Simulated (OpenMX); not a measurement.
The system is CuO (Tenorite).

```
Cu O
1.0
     2.34185   -1.71130    0.00000
     2.34185    1.71130    0.00000
    -0.85003    0.00000    5.05787
Cu O
2 2
Cartesian
  0.7459 -0.8557 2.5289
  1.1709 0.8557 0.0000
  1.7043 0.2793 3.7934
  2.1293 -0.2793 1.2645
```

Base run:

| Quantity | Value |
| --- | --- |
| Program | OpenMX 3.8.5 |
| Functional | PBE |
| Potentials or basis | OpenMX 2013 PBE set, Cu6.0H-s3p2d2, O6.0-s2p2d1, grid cutoff 500 Ry |
| k mesh | 7 × 7 × 5 |
| Occupations | fermi-dirac, width 0.05 eV |
| Spin | no spin polarisation |

Its results: pressure 8.7 GPa; largest force 0.168 eV/Å.

**Question.** The run is repeated on the same cell with these changes: functional from PBE to LDA; potentials or basis from OpenMX 2013 PBE set, Cu6.0H-s3p2d2, O6.0-s2p2d1, grid cutoff 500 Ry to OpenMX 2013 LDA set, Cu6.0H-s3p2d2, O6.0-s2p2d1, grid cutoff 500 Ry. What comes out?

**Answer.** Pressure -6.5 GPa; largest force 0.369 eV/Å.

Caveats: the basis of atomic orbitals isn't converged, which shifts pressures, moduli and gaps; the run has no spin polarisation, though such a crystal can be magnetic.
